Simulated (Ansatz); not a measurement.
# BN (P6_3/mmc) in Ansatz: equation of state

Aim: energy against volume of BN in PBE, for its equilibrium volume and stiffness.

All numbers are computed with Ansatz 0.2.0; they aren't measurements. Logs are shortened: lines on timing, memory, paths and dates and some standing lists are left out, and cuts for length are marked.

## (1) The structure

It takes space group P6_3/mmc (No. 194, hexagonal). Conventional cell: a = 2.498 Å, b = 2.498 Å, c = 6.636 Å, α = 90.00°, β = 90.00°, γ = 120.00°. N (site symmetry -6m2) has 3 B at 1.44 Å as nearest neighbours. B (site symmetry -6m2) has 3 N at 1.44 Å as nearest neighbours.

## (2) Single point, PBE, 8.43 Å³/atom (volume scaled by 0.94)

Input file input.yaml:

```yaml
crystal:
  lattice:
    - [2.4472412002, 0.0, 0.0]
    - [-1.2236206001, 2.1193730486, 0.0]
    - [0.0, 0.0, 6.5002395416]
  atoms:
    - { symbol: "N", position: [0.6666666667, 0.3333333333, 0.25] }
    - { symbol: "N", position: [0.3333333333, 0.6666666667, 0.75] }
    - { symbol: B, position: [0.6666666667, 0.3333333333, 0.75] }
    - { symbol: B, position: [0.3333333333, 0.6666666667, 0.25] }
hamiltonian:
  xc: pbe
  pseudopotentials: { kind: paw }
kpoints:
  mp_grid: { grid: [12, 12, 4] }
scf:
  occupations: { method: fermi_dirac, width: 0.05 }
output:
  forces: true
  stress: true
  eigenvalues: true
```

Potentials or basis: Ansatz PAW.

Started as:

```bash
$ ansatz run input.yaml --threads 2 --pin off --max-ram 5120MiB --backend cpu --events-out ev --progress --plain --runs-dir out
```

Standard output:

```text
Warning: RAYON_NUM_THREADS=2 ignored (pool sized by the plan → 2); use --threads N
Engine: ansatz 0.2.0, aarch64-unknown-linux-gnu
Pseudopotentials: kind: paw
Pseudopotential: N, paw, valence charge 5, recommended cutoff 420 eV (normal), N.paw.azcp
Pseudopotential: B, paw, valence charge 3, recommended cutoff 420 eV (normal), B.paw.azcp
Functional definition: PBE
  parameter kappa = 0.804
  parameter beta = 0.06672455060314922
  exchange = pbe_x(kappa = kappa, mu = beta*pi^2/3)
  correlation = pbe_c(beta = beta)
Crystal: 4 atoms, lattice volume = 33.714 Å³
Basis set: ecut = 420 eV, 639 PW (Γ), exchange–correlation on 36×36×90 points (8 copies of the dense FFT grid, shifted against one another)
Bands: 12, of which v1, the nominal top of the filled ones, is band 8 counted from 1 (7 counted from 0)
Symmetry: 24 space group operations
Space group: P63/mmc (ITA 194), of the structure as read, at distance tolerance 3.2e-5 Å
k-points: 57 of 576
Non-local potential: N, projectors of the file, l = 0: 2, l = 1: 2, l = 2: 1
Non-local potential: B, projectors of the file, l = 0: 2, l = 1: 2, l = 2: 1
PAW form: soft (Blöchl's): semilocal exchange-correlation on the pseudo side does not see the compensation charge
PAW one-centre angular grid: N, 110 points (default); XC on 64 Gauss nodes
PAW one-centre angular grid: B, 110 points (default); XC on 64 Gauss nodes
Initial density: superposition of atomic densities (neutral atoms: chi_scale 0, normalization atom), corrected by the library's trained network
Initial wavefunctions: pseudopotential atomic-orbital guess
Functional: x = pbe(κ = 0.804, μ = 0.2195149727645171), c = pbe(β = 0.06672455060314922)
SCF iter   1: F=—  HF=-1084.620004 eV  |F-HF|=—  |Δ(HF+E_count)|=         —  Δρ=2.03e-3  dr2=6.90e-4  ethr=1.77e-3  ⟨swp⟩=6.6  Hψ=4282  notcnv=0
preconditioner: auto → none  [insulator: Δε(μ)=4.365 eV  Ē_g=16.427 eV  σ=0.050 eV  W_gap=1.00  n_scr=4 (ndim 8)  ℏωp=25.6 eV  f_vac=0.017  D(μ)=0.00/eV (n_scr^D=0)  ε∞_Penn≈3.4]
SCF iter   2: F=—  HF=-1084.620938 eV  |F-HF|=—  |Δ(HF+E_count)|=   9.34e-4  Δρ=9.50e-4  dr2=1.06e-4  ethr=4.31e-6  ⟨swp⟩=2.4  Hψ=1608  notcnv=0
SCF iter   3: F=—  HF=-1084.621332 eV  |F-HF|=—  |Δ(HF+E_count)|=   3.93e-4  Δρ=2.67e-4  dr2=1.47e-5  ethr=6.63e-7  ⟨swp⟩=2.0  Hψ=1136  notcnv=0
SCF iter   4: F=—  HF=-1084.621333 eV  |F-HF|=—  |Δ(HF+E_count)|=   1.91e-6  Δρ=7.74e-5  dr2=5.77e-7  ethr=9.18e-8  ⟨swp⟩=2.0  Hψ=1078  notcnv=0
iter 5 did not close the SCF: its close was put off for the readings that it lacked (scf_convergence_deferred on its scf_iter line)
SCF iter   5: F=-1084.621337 eV  HF=-1084.621337 eV  |F-HF|=2.01e-8  |Δ(HF+E_count)|=   3.72e-6  Δρ=1.16e-5  dr2=2.72e-8  ethr=3.61e-9  ⟨swp⟩=2.1  Hψ=1136  notcnv=0
SCF iter   6: F=-1084.621337 eV  HF=-1084.621337 eV  |F-HF|=2.77e-10  |Δ(HF+E_count)|=   3.31e-8  Δρ=1.70e-6  dr2=7.91e-10  ethr=1.70e-10  ⟨swp⟩=2.4  Hψ=2751  notcnv=0
SCF 1 converged in 6 iterations: F = -1084.621337 eV  dr2 = 7.91e-10
SCF converged after 6 iterations
Free energy (F): -1084.621337 eV
Harris-Foulkes:  -1084.621337 eV  (|F-HF|=2.77e-10)
Internal energy: -1084.621337 eV  (E = F + TS)
E sigma→0 (E₀):  -1084.621337 eV
Fermi energy:    7.619832 eV
--- Per-component energies (eV) ---
  E_band       = -30.263591
  E_kinetic    = 374.173519
  E_local      = -686.091718  (includes V_loc(G=0)·N_el)
  E_nonlocal   = 117.305893
  E_hartree    = 221.076582
  E_xc         = -186.224490
  E_vxc        = -231.150507  (∫ρ·V_xc dr)
  E_paw        = -414.511891  (= ΣΔE_a)
  E_vpaw       = -46.654672  (= ΣTr[D̂ρ^β])
  E_aug_tail   = 0.000196  (compensation charges beyond the density's cutoff)
  E_ewald      = -510.349427
  E_smearing   = -0.000000  (= −TS)
  E_closure    = 0.000000  (closes the sum)
  Σ components = -1084.621337   (vs F -1084.621337, Δ=0.00e0)
--- Forces (eV/Å), atoms counted from 1 ---
  atom   1  N      0.00000000     0.00000000     0.00000000
  atom   2  N      0.00000000    -0.00000000     0.00000000
  atom   3  B      0.00000000     0.00000000     0.00000000
  atom   4  B     -0.00000000    -0.00000000     0.00000000
  max |Σ_I F_I| component: 6.48e-17 eV/Å
--- Stress (GPa, compression-positive) ---
       31.923082      -0.000000       0.000000
        0.000000      31.923082       0.000000
        0.000000       0.000000       3.963966
  P = ⅓ Tr σ = 22.6034 GPa (226.034 kbar)
--- Band table (eV; the first three rows and the last of 57) ---
  k-point 0: bands = ["-12.8356", "-12.4973", "-1.2613", "1.0400", "4.1508", "4.1508", "4.1914", "4.1914", "10.7842", "16.2106", "17.5506", "17.5506"]
  k-point 1: bands = ["-12.7890", "-12.5501", "-0.9812", "0.6222", "4.1568", "4.1568", "4.1859", "4.1859", "11.5419", "15.2854", "17.5699", "17.5699"]
  k-point 2: bands = ["-12.6725", "-12.6725", "-0.2430", "-0.2430", "4.1714", "4.1714", "4.1714", "4.1714", "13.3469", "13.3469", "17.6183", "17.6183"]
  k-point 56: bands = ["-8.7298", "-8.7298", "-2.8961", "-2.8961", "-1.8304", "-1.8304", "5.3944", "5.3944", "10.2094", "10.2094", "17.6309", "17.6309"]
```

Run time: 0.64 s. Hardware: 2 threads of Arm Neoverse V2, shared host; peak memory 0.29 GiB.

Results:

```
Free energy            : -1084.6213 eV
Pressure               : 22.6 GPa
Band gap on the k mesh : 4.36 eV, indirect (least direct gap 4.81 eV)
```

Caveat: the pressure holds a Pulay correction of +0.6 GPa for the finite cutoff; this functional lacks dispersion, which binds the layers, so the pressure and a relaxed spacing across them are unreliable.

## (3) Single point, PBE, 8.61 Å³/atom (volume scaled by 0.96)

Changes to input.yaml since step 2:

```diff
@@ -2,5 +2,5 @@
   lattice:
-    - [2.4472412002, 0.0, 0.0]
-    - [-1.2236206001, 2.1193730486, 0.0]
-    - [0.0, 0.0, 6.5002395416]
+    - [2.464475861, 0.0, 0.0]
+    - [-1.2322379305, 2.1342987027, 0.0]
+    - [0.0, 0.0, 6.5460173847]
   atoms:
@@ -21 +21,5 @@
   eigenvalues: true
+  write_density: true
+  write_potential: true
+  elf: true
+  volumetric_format: npy
```

Potentials or basis: Ansatz PAW.

Started as:

```bash
$ ansatz run input.yaml --threads 2 --pin off --max-ram 5120MiB --backend cpu --events-out ev --progress --plain --runs-dir out
```

Wall time 0.83 s (2 threads of Arm Neoverse V2, shared host); peak memory 0.29 GiB.

Results (log left out):

```yaml
Free_energy: -1084.7080 eV
Pressure: 16.2 GPa
Band_gap_on_the_k_mesh: 4.34 eV, indirect (least direct gap 4.76 eV)
```

Caveat: the pressure holds a Pulay correction of +0.6 GPa for the finite cutoff; this functional lacks dispersion, which binds the layers, so the pressure and a relaxed spacing across them are unreliable.

## (4) Single point, PBE, 8.79 Å³/atom (volume scaled by 0.98)

Changes to input.yaml since step 3:

```diff
@@ -2,5 +2,5 @@
   lattice:
-    - [2.464475861, 0.0, 0.0]
-    - [-1.2322379305, 2.1342987027, 0.0]
-    - [0.0, 0.0, 6.5460173847]
+    - [2.4814727834, 0.0, 0.0]
+    - [-1.2407363917, 2.1490184693, 0.0]
+    - [0.0, 0.0, 6.5911637588]
   atoms:
@@ -21,5 +21 @@
   eigenvalues: true
-  write_density: true
-  write_potential: true
-  elf: true
-  volumetric_format: npy
```

Started as:

```bash
$ ansatz run input.yaml --threads 2 --pin off --max-ram 5120MiB --backend cpu --events-out ev --progress --plain --runs-dir out
```

It took 0.64 s on 2 threads of Arm Neoverse V2, shared host; peak memory 0.29 GiB.

The run converged. Its results:

| Property | Result |
| --- | --- |
| Free energy | -1084.7675 eV |
| Pressure | 10.4 GPa |
| Band gap on the k mesh | 4.32 eV, indirect (least direct gap 4.71 eV) |

Caveat: the pressure holds a Pulay correction of +0.6 GPa for the finite cutoff; this functional lacks dispersion, which binds the layers, so the pressure and a relaxed spacing across them are unreliable.

## (5) Single point, PBE, 8.97 Å³/atom

Changes to input.yaml since step 4:

```diff
@@ -2,5 +2,5 @@
   lattice:
-    - [2.4814727834, 0.0, 0.0]
-    - [-1.2407363917, 2.1490184693, 0.0]
-    - [0.0, 0.0, 6.5911637588]
+    - [2.49824, 0.0, 0.0]
+    - [-1.24912, 2.1635393048, 0.0]
+    - [0.0, 0.0, 6.6357]
   atoms:
@@ -21 +21,5 @@
   eigenvalues: true
+  write_density: true
+  write_potential: true
+  elf: true
+  volumetric_format: npy
```

Started as:

```bash
$ ansatz run input.yaml --threads 2 --pin off --max-ram 5120MiB --backend cpu --events-out ev --progress --plain --runs-dir out
```

Wall time 0.83 s (2 threads of Arm Neoverse V2, shared host); peak memory 0.29 GiB.

Results (log left out):

```
Free energy            : -1084.8019 eV
Pressure               : 5.1 GPa
Band gap on the k mesh : 4.29 eV, indirect (least direct gap 4.66 eV)
```

Caveat: the pressure holds a Pulay correction of +0.6 GPa for the finite cutoff; this functional lacks dispersion, which binds the layers, so the pressure and a relaxed spacing across them are unreliable.

## (6) Single point, PBE, 9.15 Å³/atom (volume scaled by 1.02)

Changes to input.yaml since step 5:

```diff
@@ -2,5 +2,5 @@
   lattice:
-    - [2.49824, 0.0, 0.0]
-    - [-1.24912, 2.1635393048, 0.0]
-    - [0.0, 0.0, 6.6357]
+    - [2.5147851179, 0.0, 0.0]
+    - [-1.257392559, 2.1778677972, 0.0]
+    - [0.0, 0.0, 6.6796463138]
   atoms:
```

Potentials or basis: Ansatz PAW.

Started as:

```bash
$ ansatz run input.yaml --threads 2 --pin off --max-ram 5120MiB --backend cpu --events-out ev --progress --plain --runs-dir out
```

Standard output:

```text
Warning: RAYON_NUM_THREADS=2 ignored (pool sized by the plan → 2); use --threads N
Engine: ansatz 0.2.0, aarch64-unknown-linux-gnu
Pseudopotentials: kind: paw
Pseudopotential: N, paw, valence charge 5, recommended cutoff 420 eV (normal), N.paw.azcp
Pseudopotential: B, paw, valence charge 3, recommended cutoff 420 eV (normal), B.paw.azcp
Functional definition: PBE
  parameter kappa = 0.804
  parameter beta = 0.06672455060314922
  exchange = pbe_x(kappa = kappa, mu = beta*pi^2/3)
  correlation = pbe_c(beta = beta)
Crystal: 4 atoms, lattice volume = 36.584 Å³
Basis set: ecut = 420 eV, 713 PW (Γ), exchange–correlation on 36×36×90 points (8 copies of the dense FFT grid, shifted against one another)
Bands: 12, of which v1, the nominal top of the filled ones, is band 8 counted from 1 (7 counted from 0)
Symmetry: 24 space group operations
Space group: P63/mmc (ITA 194), of the structure as read, at distance tolerance 3.3e-5 Å
k-points: 57 of 576
Non-local potential: N, projectors of the file, l = 0: 2, l = 1: 2, l = 2: 1
Non-local potential: B, projectors of the file, l = 0: 2, l = 1: 2, l = 2: 1
PAW form: soft (Blöchl's): semilocal exchange-correlation on the pseudo side does not see the compensation charge
PAW one-centre angular grid: N, 110 points (default); XC on 64 Gauss nodes
PAW one-centre angular grid: B, 110 points (default); XC on 64 Gauss nodes
Initial density: superposition of atomic densities (neutral atoms: chi_scale 0, normalization atom), corrected by the library's trained network
Initial wavefunctions: pseudopotential atomic-orbital guess
Functional: x = pbe(κ = 0.804, μ = 0.2195149727645171), c = pbe(β = 0.06672455060314922)
SCF iter   1: F=—  HF=-1084.812242 eV  |F-HF|=—  |Δ(HF+E_count)|=         —  Δρ=1.59e-3  dr2=2.51e-4  ethr=1.77e-3  ⟨swp⟩=6.6  Hψ=4190  notcnv=0
preconditioner: auto → none  [insulator: Δε(μ)=4.263 eV  Ē_g=15.721 eV  σ=0.050 eV  W_gap=1.00  n_scr=4 (ndim 8)  ℏωp=24.6 eV  f_vac=0.024  D(μ)=0.00/eV (n_scr^D=0)  ε∞_Penn≈3.4]
SCF iter   2: F=—  HF=-1084.813266 eV  |F-HF|=—  |Δ(HF+E_count)|=   1.02e-3  Δρ=7.75e-4  dr2=4.78e-5  ethr=1.57e-6  ⟨swp⟩=2.2  Hψ=1573  notcnv=0
SCF iter   3: F=—  HF=-1084.813538 eV  |F-HF|=—  |Δ(HF+E_count)|=   2.72e-4  Δρ=3.75e-4  dr2=9.92e-6  ethr=2.99e-7  ⟨swp⟩=2.0  Hψ=1044  notcnv=0
iter 4 did not close the SCF: its close was put off for the readings that it lacked (scf_convergence_deferred on its scf_iter line)
SCF iter   4: F=-1084.813627 eV  HF=-1084.813627 eV  |F-HF|=1.55e-7  |Δ(HF+E_count)|=   8.90e-5  Δρ=1.94e-5  dr2=5.24e-8  ethr=6.20e-8  ⟨swp⟩=2.1  Hψ=1140  notcnv=0
iter 5 did not close the SCF: its close was put off for the readings that it lacked (scf_convergence_deferred on its scf_iter line)
SCF iter   5: F=-1084.813628 eV  HF=-1084.813628 eV  |F-HF|=4.00e-9  |Δ(HF+E_count)|=   1.76e-7  Δρ=4.60e-6  dr2=5.47e-9  ethr=3.28e-10  ⟨swp⟩=2.0  Hψ=1136  notcnv=0
SCF iter   6: F=-1084.813628 eV  HF=-1084.813628 eV  |F-HF|=2.34e-10  |Δ(HF+E_count)|=   6.73e-9  Δρ=5.42e-7  dr2=5.94e-11  ethr=3.42e-11  ⟨swp⟩=5.2  Hψ=3859  notcnv=0
SCF 1 converged in 6 iterations: F = -1084.813628 eV  dr2 = 5.94e-11
SCF converged after 6 iterations
Free energy (F): -1084.813628 eV
Harris-Foulkes:  -1084.813628 eV  (|F-HF|=2.34e-10)
Internal energy: -1084.813628 eV  (E = F + TS)
E sigma→0 (E₀):  -1084.813628 eV
Fermi energy:    6.784594 eV
--- Per-component energies (eV) ---
  E_band       = -39.657367
  E_kinetic    = 365.602796
  E_local      = -696.383438  (includes V_loc(G=0)·N_el)
  E_nonlocal   = 115.383731
  E_hartree    = 224.846163
  E_xc         = -184.127544
  E_vxc        = -228.424913  (∫ρ·V_xc dr)
  E_paw        = -413.493445  (= ΣΔE_a)
  E_vpaw       = -45.527963  (= ΣTr[D̂ρ^β])
  E_aug_tail   = 0.000202  (compensation charges beyond the density's cutoff)
  E_ewald      = -496.642093
  E_smearing   = -0.000000  (= −TS)
  E_closure    = -0.000000  (closes the sum)
  Σ components = -1084.813628   (vs F -1084.813628, Δ=0.00e0)
--- Forces (eV/Å), atoms counted from 1 ---
  atom   1  N      0.00000000    -0.00000000     0.00000000
  atom   2  N     -0.00000000     0.00000000    -0.00000000
  atom   3  B      0.00000000    -0.00000000     0.00000000
  atom   4  B     -0.00000000     0.00000000    -0.00000000
  max |Σ_I F_I| component: 9.25e-18 eV/Å
--- Stress (GPa, compression-positive) ---
       -1.040278      -0.000000       0.000000
       -0.000000      -1.040278      -0.000000
        0.000000      -0.000000       2.718117
  P = ⅓ Tr σ = 0.2125 GPa (2.125 kbar)
--- Band table (eV; the first three rows and the last of 57) ---
  k-point 0: bands = ["-13.1062", "-12.8238", "-1.5167", "0.5565", "3.2640", "3.2640", "3.2985", "3.2985", "9.8330", "14.8100", "16.0774", "16.0774"]
  k-point 1: bands = ["-13.0670", "-12.8674", "-1.2636", "0.1814", "3.2693", "3.2693", "3.2933", "3.2933", "10.5173", "13.9153", "16.0945", "16.0945"]
  k-point 2: bands = ["-12.9694", "-12.9694", "-0.5982", "-0.5982", "3.2808", "3.2808", "3.2808", "3.2808", "12.1485", "12.1485", "16.1361", "16.1361"]
  k-point 56: bands = ["-9.3467", "-9.3467", "-3.2123", "-3.2123", "-2.5270", "-2.5270", "4.6072", "4.6072", "9.2218", "9.2218", "16.5909", "16.5909"]
```

rho_z.tsv:

```text
# z_ang	rho[e/angstrom^3]
# format = ansatz-planar-average/11
# lattice	2.514785118	0.000000000	0.000000000
# lattice	-1.257392559	2.177867797	0.000000000
# lattice	0.000000000	0.000000000	6.679646314
# sites	4
# site	7	1.257392559	0.725955932	1.669911578
# site	7	-0.000000000	1.451911865	5.009734735
# site	5	1.257392559	0.725955932	5.009734735
# site	5	-0.000000000	1.451911865	1.669911578
0.000000	2.897567e-2
0.148437	3.264864e-2
0.296873	4.475215e-2
0.445310	6.856479e-2
0.593746	1.100649e-1
0.742183	1.783376e-1
[... 37 lines left out ...]
6.382773	4.475215e-2
6.531210	3.264864e-2
```

It took 0.84 s on 2 threads of Arm Neoverse V2, shared host; peak memory 0.3 GiB.

What came out:

- Free energy: -1084.8136 eV
- Pressure: 0.2 GPa
- Band gap on the k mesh: 4.27 eV, indirect (least direct gap 4.61 eV)

Caveat: the pressure holds a Pulay correction of +0.6 GPa for the finite cutoff; this functional lacks dispersion, which binds the layers, so the pressure and a relaxed spacing across them are unreliable.

## (7) Single point, PBE, 9.33 Å³/atom (volume scaled by 1.04)

Changes to input.yaml since step 6:

```diff
@@ -2,5 +2,5 @@
   lattice:
-    - [2.5147851179, 0.0, 0.0]
-    - [-1.257392559, 2.1778677972, 0.0]
-    - [0.0, 0.0, 6.6796463138]
+    - [2.531115349, 0.0, 0.0]
+    - [-1.2655576745, 2.1920101922, 0.0]
+    - [0.0, 0.0, 6.7230218559]
   atoms:
@@ -21,5 +21 @@
   eigenvalues: true
-  write_density: true
-  write_potential: true
-  elf: true
-  volumetric_format: npy
```

Started as:

```bash
$ ansatz run input.yaml --threads 2 --pin off --max-ram 5120MiB --backend cpu --events-out ev --progress --plain --runs-dir out
```

Run time: 0.65 s. Hardware: 2 threads of Arm Neoverse V2, shared host; peak memory 0.29 GiB.

Results (log left out):

```
Free energy            : -1084.8044 eV
Pressure               : -4.2 GPa
Band gap on the k mesh : 4.25 eV, indirect (least direct gap 4.57 eV)
```

Caveat: the pressure holds a Pulay correction of +0.6 GPa for the finite cutoff; this functional lacks dispersion, which binds the layers, so the pressure and a relaxed spacing across them are unreliable.

## (8) Single point, PBE, 9.50 Å³/atom (volume scaled by 1.06)

Changes to input.yaml since step 7:

```diff
@@ -2,5 +2,5 @@
   lattice:
-    - [2.531115349, 0.0, 0.0]
-    - [-1.2655576745, 2.1920101922, 0.0]
-    - [0.0, 0.0, 6.7230218559]
+    - [2.5472375375, 0.0, 0.0]
+    - [-1.2736187687, 2.205972417, 0.0]
+    - [0.0, 0.0, 6.7658448057]
   atoms:
```

Started as:

```bash
$ ansatz run input.yaml --threads 2 --pin off --max-ram 5120MiB --backend cpu --events-out ev --progress --plain --runs-dir out
```

Wall time 0.66 s (2 threads of Arm Neoverse V2, shared host); peak memory 0.29 GiB.

It converged, with:

```
Free energy            : -1084.7762 eV
Pressure               : -8.3 GPa
Band gap on the k mesh : 4.22 eV, indirect (least direct gap 4.52 eV)
```

Caveat: the pressure holds a Pulay correction of +0.6 GPa for the finite cutoff; this functional lacks dispersion, which binds the layers, so the pressure and a relaxed spacing across them are unreliable.

## (9) Equation of state, PBE

Potentials or basis: Ansatz PAW.

This step only gathers the single runs of the series.

What came out:

```yaml
Equilibrium_volume: 9.15 Å³/atom
Bulk_modulus_at_fixed_shape_and_positions: 237 GPa
Pressure_derivative_of_the_bulk_modulus: 3.5
```

Energy against volume, from the lowest point:
```csv
volume (Å³/atom),energy (meV/atom)
8.429,48.07
8.608,26.41
8.787,11.54
8.967,2.94
9.146,0.00
9.325,2.30
9.505,9.35
```

Caveat: the cell was scaled at fixed shape and fractional positions, which overstates the stiffness of a crystal with free parameters, most of all of layers and chains; this functional lacks dispersion, which binds the layers, so the pressure and a relaxed spacing across them are unreliable.
